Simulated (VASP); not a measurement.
From an Ansatz input to VASP: BP (rocksalt)

Ansatz input

```yaml
crystal:
  lattice:
    - [0.0, 2.1562587606, 2.1562587606]
    - [2.1562587606, 0.0, 2.1562587606]
    - [2.1562587606, 2.1562587606, 0.0]
  atoms:
    - { symbol: B, position: [0.0, 0.0, 0.0] }
    - { symbol: P, position: [0.5, 0.5, 0.5] }
kpoints:
  mp_grid: { grid: [10, 10, 10] }
hamiltonian:
  xc: r2scan
scf:
  occupations: { method: fermi_dirac, width: 0.02 }
relax:
  f_tol: 0.005
  cell: {}
```

Question: Which VASP files do the same job?

Answer: 

INCAR

```
LCHARG = .FALSE.
ISMEAR = -1
LREAL = .FALSE.
IBRION = 2
EDIFF = 1E-7
LWAVE = .FALSE.
PREC = Accurate
METAGGA = R2SCAN
NBANDS = 11
LASPH = .TRUE.
ISIF = 3
SIGMA = 0.02
NSW = 40
EDIFFG = -5E-3
ENCUT = 600
NELM = 120
ALGO = Normal
```

KPOINTS

```
KPOINTS created by Atomic Simulation Environment
0
Gamma
10 10 10
0 0 0
```

POSCAR

```
B  P
 1.0000000000000000
     0.0000000000000000    2.1562587605723387    2.1562587605723387
     2.1562587605723387    0.0000000000000000    2.1562587605723387
     2.1562587605723387    2.1562587605723387    0.0000000000000000
 B   P
   1   1
Cartesian
  0.0000000000000000 -0.0000000000000000 -0.0000000000000000
  2.1562587605723387  2.1562587605723387  2.1562587605723387
```

VASP ran with the recommended PBE PAW datasets (8 valence electrons in the cell). Other inputs would serve too.

```json
{"": "relaxed cell vector lengths", "Ansatz": "3.048, 3.048, 3.048 Å", "VASP": "3.046, 3.046, 3.046 Å"}
{"": "relaxed cell volume", "Ansatz": "20.03 Å³", "VASP": "19.98 Å³"}
```

Each program uses its own PAW datasets. VASP's cell holds 8 valence electrons and Ansatz's 8.
